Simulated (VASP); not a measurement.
# ZrH2 (Fm-3m) in VASP: settings compared, part 2 of 2

VASP 6.6.1.

## (3) Single point, BLYP

INCAR reads:

```
AGGAC = 1.0
AGGAX = 1.0
ALDAC = 0.0
ALDAX = 1.0
ALGO = Fast
EDIFF = 1E-6
ENCUT = 520
GGA = B5
ISIF = 2
ISMEAR = 0
LASPH = True
LCHARG = True
LELF = True
LREAL = False
LVHAR = True
LWAVE = False
NBANDS = 14
NELM = 100
PREC = Accurate
SIGMA = 0.15
```

KPOINTS reads:

```
k-points
0
Gamma
  8 8 8
```

POSCAR reads:

```
ZrH2
1.0
    0.0000000000      2.4092250000      2.4092250000
    2.4092250000      0.0000000000      2.4092250000
    2.4092250000      2.4092250000      0.0000000000
Zr H
1 2
Direct
    0.0000000000      0.0000000000      0.0000000000
    0.7500000000      0.7500000000      0.7500000000
    0.2500000000      0.2500000000      0.2500000000
```

Potentials or basis: VASP PAW PBE potentials, release 64 (Zr_sv, H).

On the command line:

```bash
> cat potpaw_PBE.64/Zr_sv/POTCAR potpaw_PBE.64/H/POTCAR > POTCAR
> mpirun -np 1 vasp_std > vasp.out
```

OUTCAR:

```text
EDIFF = 1E-6
   ENCUT = 520
   GGA = B5
   ISIF = 2
   ISMEAR = 0
   LASPH = True
   LREAL = False
   NELM = 100
   PREC = Accurate

 ion  position               nearest neighbor table
   1  0.000  0.000  0.000-   2 2.09   2 2.09   2 2.09   2 2.09   3 2.09   3 2.09   3 2.09   3 2.09

   2  0.750  0.750  0.750-   1 2.09   1 2.09   1 2.09   1 2.09
   3  0.250  0.250  0.250-   1 2.09   1 2.09   1 2.09   1 2.09

  LATTYP: Found a face centered cubic cell.
 ALAT       =     4.8184500000

  Lattice vectors:

 A1 = (   0.0000000000,   2.4092250000,   2.4092250000)
 A2 = (   2.4092250000,   0.0000000000,   2.4092250000)
 A3 = (   2.4092250000,   2.4092250000,   0.0000000000)

Analysis of symmetry for initial positions (statically):
=====================================================================
 Subroutine PRICEL returns:
 Original cell was already a primitive cell.

 Routine SETGRP: Setting up the symmetry group for a
 face centered cubic supercell.

[... 184 lines left out ...]
      5      -0.6856      2.00000
      6       7.1503      2.00000
      7       8.6137      1.99852
      8       8.6137      1.99852
      9       8.6137      1.99852
     10      11.0414      0.00000
     11      11.0414      0.00000
     12      19.7055      0.00000
     13      21.3836      0.00000
     14      21.3836      0.00000
[... 377 lines left out ...]
      1     -40.3126      2.00000
      2     -18.7893      2.00000
      3     -18.4945      2.00000
      4     -18.3695      2.00000
      5       2.1846      2.00000
      6       3.6436      2.00000
      7       7.5554      2.00000
      8       9.5928      0.00000
      9      11.9375      0.00000
     10      13.0888      0.00000
     11      14.6274      0.00000
     12      16.6172      0.00000
     13      17.1117      0.00000
     14      20.2777      0.00000

 [... further k-points ...]

------------------------ aborting loop because EDIFF is reached ----------------------------------------

  FORCE on cell =-STRESS in cart. coord.  units (eV):
  Direction    XX          YY          ZZ          XY          YZ          ZX
  --------------------------------------------------------------------------------------
  -------------------------------------------------------------------------------------
  Total        0.6772831      0.6772831      0.6772831      0.0000000      0.0000000      0.0000000
  in kB       38.7988400     38.7988400     38.7988400      0.0000000      0.0000000      0.0000000
  external PRESSURE =      38.7988400 kB  Pullay stress =       0.0000000 kB

 VOLUME and BASIS-vectors are now :
 -----------------------------------------------------------------------------
  energy-cutoff  :      520.00
  volume of cell :       27.97
      direct lattice vectors                 reciprocal lattice vectors
     0.000000000  2.409225000  2.409225000    -0.207535618  0.207535618  0.207535618
     2.409225000  0.000000000  2.409225000     0.207535618 -0.207535618  0.207535618
     2.409225000  2.409225000  0.000000000     0.207535618  0.207535618 -0.207535618

 POSITION                                       TOTAL-FORCE (eV/Angst)
 -----------------------------------------------------------------------------------
      0.00000      0.00000      0.00000        -0.000000      0.000000     -0.000000
      3.61384      3.61384      3.61384         0.000000      0.000000      0.000000
      1.20461      1.20461      1.20461        -0.000000     -0.000000     -0.000000
 -----------------------------------------------------------------------------------
    total drift:                               -0.000000     -0.000000      0.000000

  FREE ENERGIE OF THE ION-ELECTRON SYSTEM (eV)
  ---------------------------------------------------
  free  energy   TOTEN  =       -15.6801150391 eV

  energy  without entropy=      -15.6632247897  energy(sigma->0) =      -15.67166991
```

stdout:

```text
POSCAR found type information on POSCAR ZrH
 POSCAR found :  2 types and       3 ions
 scaLAPACK will be used
 -----------------------------------------------------------------------------
|                                                                             |
|                                                                             |
|     You enforced a specific xc type in the INCAR file but a different       |
|     I HOPE YOU KNOW WHAT YOU ARE DOING!                                     |
|                                                                             |
 -----------------------------------------------------------------------------

 LDA part: xc-table for (Slater(with rela. corr.)+VWN5), standard interpolation
 POSCAR, INCAR and KPOINTS ok, starting setup
 FFT: planning ... GRIDC
 FFT: planning ... GRID_SOFT
 FFT: planning ... GRID
 WAVECAR not read
 entering main loop
WARNING in EDDRMM: call to ZHEGV failed, returncode =   6  3      6
```

It took 16 s on 1 thread of Intel Xeon 6975P-C (Granite Rapids), shared host; peak memory 0.15 GiB.

Results:

```yaml
Free_energy: -15.6801 eV
Pressure: 3.9 GPa
Band_gap_on_the_k_mesh: none (metal or under the smearing width)
```

Caveat: the PAW data sets were made with another functional, which shifts forces and pressure a little.
